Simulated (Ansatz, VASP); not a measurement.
**As in VASP and in Ansatz**

INCAR

```
ALGO     = Normal         # electronic algorithm
EDIFF    = 1E-7           # SCF threshold, eV
ENCUT    = 520            # plane-wave cutoff, eV
GGA      = PS             # functional
ISIF     = 2              # what is computed and relaxed
ISMEAR   = -1             # smearing method
LASPH    = T              # aspherical terms in the spheres
LCHARG   = F              # write CHGCAR
LREAL    = F              # projectors in reciprocal space
LWAVE    = F              # write WAVECAR
NBANDS   = 8              # bands
NELM     = 60             # most SCF steps
PREC     = Accurate       # precision mode
SIGMA    = 0.05           # smearing width, eV
```

Contents of KPOINTS:

```
k-points
0
Gamma
  10 10 10
```

The input POSCAR:

```
As
1.0
    2.7567085743      0.0000000000      0.0000000000
    0.0000000000      2.7567085743      0.0000000000
    0.0000000000      0.0000000000      2.7567085743
As
1
Direct
    0.5000000000      0.5000000000      0.5000000000
```

The input input.yaml:

```yaml
crystal:
  lattice:
    - [2.7567085743, 0.0, 0.0]
    - [0.0, 2.7567085743, 0.0]
    - [0.0, 0.0, 2.7567085743]
  atoms:
    - { symbol: As, position: [0.5, 0.5, 0.5] }
hamiltonian:
  xc: pbesol
  pseudopotentials: { kind: paw }
kpoints:
  mp_grid: { grid: [10, 10, 10] }
scf:
  occupations: { method: fermi_dirac, width: 0.05 }
output:
  forces: true
  stress: true
  eigenvalues: true
  write_density: true
  write_potential: true
  elf: true
  volumetric_format: npy
```

Change from the starting cell: volume scaled by 1.06.

Alike in both runs: task single point; functional PBEsol; k mesh 10 × 10 × 10; occupations fermi-dirac, width 0.05 eV; no spin polarisation.

|  | VASP | Ansatz |
| --- | --- | --- |
| version | VASP 6.6.1 | Ansatz 0.2.0 |
| potentials or method | VASP PAW PBE potentials, release 64 (As) | Ansatz PAW |
| plane-wave cutoff (eV) | 520 | 420 |
| valence electrons in the cell | 5 | 15 |

```csv
,VASP,Ansatz,Ansatz less VASP
gap on the k mesh at the Fermi level (eV),none,none,-
pressure (GPa),-5.7,-5.9,-0.21
```

A gap of «none» marks a metal or a gap that the smearing closes. The two sets of potentials don't hold the same shells in valence.

Caveats: the PAW data sets were made with another functional, which shifts forces and pressure a little (VASP); the PAW data sets come from PBE, with cores solved anew for the run's functional, which leaves a small shift of forces and pressure (Ansatz).
